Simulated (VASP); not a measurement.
A run of VASP 6.6.1 is set up as follows.

INCAR

```
SYSTEM = Se
PREC = Accurate
ENCUT = 520
EDIFF = 1E-7
ISMEAR = 0
SIGMA = 0.02
LREAL = .FALSE.
LASPH = .TRUE.
NELM = 60
ALGO = Normal
ISIF = 3
LWAVE = .FALSE.
LCHARG = .FALSE.
GGA = PE
IVDW = 12
IBRION = 2
NSW = 80
EDIFFG = -0.002
```

The input KPOINTS:

```
Automatic mesh
0
G
  3 3 2
  0 0 0
```

Contents of POSCAR:

```
Se
1.0
    4.3662000000      0.0000000000      0.0000000000
   -2.1831000000      3.7812401200      0.0000000000
    0.0000000000      0.0000000000      4.9536000000
Se
3
Direct
    0.2254000000      0.0000000000      0.3333333300
    0.0000000000      0.2254000000      0.6666666700
    0.7746000000      0.7746000000      0.0000000000
```

Potentials or basis: VASP PAW PBE potentials, release 64 (Se).

Run with:

```bash
$ cat potpaw_PBE.64/Se/POTCAR > POTCAR
$ mpirun -np 1 vasp_std > vasp.out
```

Problem. What does it give for the relaxed cell?

Solution. a = 4.160 Å, b = 4.160 Å, c = 5.059 Å, α = 90.00°, β = 90.00°, γ = 120.00°.

Problem. Estimate the relaxed volume.

Solution. 25.28 Å³/atom.

Problem. Estimate the space group after relaxing (to 0.05 Å).

Solution. P3_121 (No. 152).

Final structure:
```xyz
3
Lattice="4.1601 0.0000 0.0000 -2.0800 3.6027 0.0000 0.0000 0.0000 5.0593" Properties=species:S:1:pos:R:3 pbc="T T T"
Se    1.0110    0.0000    1.6864
Se    3.6546    0.8756    3.3729
Se    1.5745    2.7271    0.0000
```

Caveat: the k mesh is coarse (spacing up to 0.63 Å⁻¹), so the values aren't converged.
